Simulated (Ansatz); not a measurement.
## Two Ansatz runs on Li₂O

The cell is COD entry 1011372, as deposited and not checked against the literature; nothing was relaxed. The listed cell was then made from it by scaling, straining or moving an atom.

First run: DFT, PBE, all-electron LAPW, scalar-relativistic (Ansatz 0.2.0).

Command: `ansatz run input.yaml --threads 1 --pin off --max-ram 4096MiB --backend cpu --events-out ev --progress --plain --runs-dir out` The run took 4.2 s on 1 thread of Intel(R) Xeon(R) Processor @ 2.70GHz (shared host), peak memory 0.28 GiB.

```yaml
crystal:
  lattice:
    - [0.0, 2.2861701221, 2.2861701221]
    - [2.2861701221, 0.0, 2.2861701221]
    - [2.2861701221, 2.2861701221, 0.0]
  atoms:
    - { symbol: Li, position: [0.25, 0.25, 0.25] }
    - { symbol: Li, position: [0.75, 0.75, 0.75] }
    - { symbol: O, position: [0.0, 0.0, 0.0] }
kpoints:
  mp_grid: { grid: [9, 9, 9] }
scf:
  occupations: { method: fermi_dirac, width: 0.03 }
hamiltonian:
  xc: pbe
  pseudopotentials: { kind: all_electron, lapw: { basis_error: 0.0005 } }
output:
  forces: true
  stress: true
  eigenvalues: true
```

Result: converged; pressure 2.87 GPa; gap on the k mesh 5.15 eV (the mesh can miss the band edges); 7 SCF iterations.

The input is then changed:

```diff
@@ -15,4 +15,5 @@
   xc: pbe
   pseudopotentials: { kind: all_electron, lapw: { basis_error: 0.0005 } }
+  dispersion: d3bj
 output:
   forces: true
```

Task: What does the second run give?

Result: It converged; pressure -2.77 GPa; gap on the k mesh 5.15 eV (the mesh can miss the band edges); 7 SCF iterations.
